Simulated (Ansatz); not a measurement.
Here are 6 structures of CaO, each relaxed with r2SCAN (the plane-wave code Ansatz). Computed values for non-magnetic cells; some structures come from databases, others from prototypes and may be hypothetical.

- 4H polytype: it is hexagonal, P6_3mc (No. 186); a = 3.733 Å, c = 11.692 Å in the conventional setting, 17.64 Å³ an atom. Ca is surrounded by 4 O at 2.25–2.27 Å; Ca is surrounded by 4 O at 2.24–2.26 Å; O is surrounded by 4 Ca at 2.26–2.27 Å; O is surrounded by 4 Ca at 2.24–2.25 Å.
- CsCl type: space group Pm-3m (No. 221), cubic; conventional cell a = 2.903 Å, 12.24 Å³ an atom. Ca is surrounded by 8 O at 2.51 Å; O is surrounded by 8 Ca at 2.51 Å.
- h-MgO type: it is hexagonal, P6_3/mmc (No. 194); conventional cell a = 3.981 Å, c = 4.770 Å, 16.37 Å³ an atom. Ca is surrounded by 5 O at 2.30–2.39 Å; O is surrounded by 5 Ca at 2.30–2.39 Å.
- NiAs type: space group P6_3/mmc (No. 194), hexagonal; a = 3.320 Å, c = 5.814 Å in the conventional setting, 13.87 Å³ an atom. Ca is surrounded by 6 O at 2.41 Å; O is surrounded by 6 Ca at 2.41 Å.
- rocksalt: it is cubic, Fm-3m (No. 225); conventional cell a = 4.795 Å, 13.78 Å³ an atom. Around Ca lie 6 O at 2.40 Å; around O lie 6 Ca at 2.40 Å.
- zincblende: it is cubic, F-43m (No. 216); conventional cell a = 5.213 Å, 17.71 Å³ an atom. Around Ca lie 4 O at 2.26 Å; around O lie 4 Ca at 2.26 Å.

Q: Order them by r2SCAN energy an atom, lowest first.
A. rocksalt
B. NiAs type
C. zincblende
D. CsCl type
E. h-MgO type
F. 4H polytype

A: A (0 meV/atom), E (101 meV/atom), B (165 meV/atom), F (227 meV/atom), C (249 meV/atom), D (477 meV/atom).

Q: Does the order change among the functionals that relaxed these cells?

A: Not for the lowest cell. PBE agrees on the lowest cell. PBE: 4H polytype 160, CsCl type 491, h-MgO type 65, NiAs type 161, rocksalt 0, zincblende 180 meV an atom.

Q: What gaps does HSE06 give on these cells?

A: 4H polytype: 4.82 i (M → Γ); CsCl type: 4.48 i (M → Γ); h-MgO type: 4.58 d (Γ); NiAs type: 5.56 d (Γ); rocksalt: 5.31 i (Γ → X); zincblende: 4.73 i (X → Γ) (eV; d direct, i indirect).

Q: What gaps does PBE give on these cells?

A: 4H polytype: 3.41 i (M → Γ); CsCl type: 2.77 i (M → Γ); h-MgO type: 3.21 d (Γ); NiAs type: 3.85 d (Γ); rocksalt: 3.65 i (Γ → X); zincblende: 3.33 i (W → Γ) (eV; d direct, i indirect).

The meshes of the hybrids are coarse, so their gaps aren't converged to the digits shown.
